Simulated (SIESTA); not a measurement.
**SiRu: equation of state with LDA**

The system is SiRu.

```
Ru Si
1.0
     4.70860    0.00000    0.00000
     0.00000    4.70860    0.00000
     0.00000    0.00000    4.70860
Ru Si
4 4
Direct
  0.12941 0.12941 0.12941
  0.37059 0.87059 0.62941
  0.62941 0.37059 0.87059
  0.87059 0.62941 0.37059
  0.83758 0.83758 0.83758
  0.66242 0.16242 0.33758
  0.33758 0.66242 0.16242
  0.16242 0.33758 0.66242
```

The cell comes from a database or a generator and needn't be the stable form of this composition.

* Program: SIESTA 5.4.2
* Task: equation of state
* Functional: LDA
* Potentials or basis: PseudoDojo 0.4 standard (LDA files)
* Basis: DZP (energy shift 0.003 Ry; two zetas on semicore shells)
* Grid cutoff: 800 Ry
* Energy shift: 0.003 Ry
* k mesh: 4 × 4 × 4
* Occupations: fermi-dirac, width 0.05 eV
* Spin: no spin polarisation

```yaml
Equilibrium_volume: 12.85 Å³/atom
Bulk_modulus_at_fixed_shape_and_positions: 270 GPa
Pressure_derivative_of_the_bulk_modulus: 4.6
```

Energy against volume, from the lowest point:
```csv
volume (Å³/atom),energy (meV/atom)
12.266,24.36
12.527,7.04
12.788,0.00
13.049,2.17
13.310,12.58
13.571,30.32
13.832,54.60
```

All runs of the series together: 34 min on 1 thread of Arm Neoverse V2, on a shared host.

Caveat: the cell was scaled at fixed shape and fractional positions, which overstates the stiffness of a crystal with free parameters, most of all of layers and chains; the basis of atomic orbitals isn't converged, which shifts pressures, moduli and gaps.
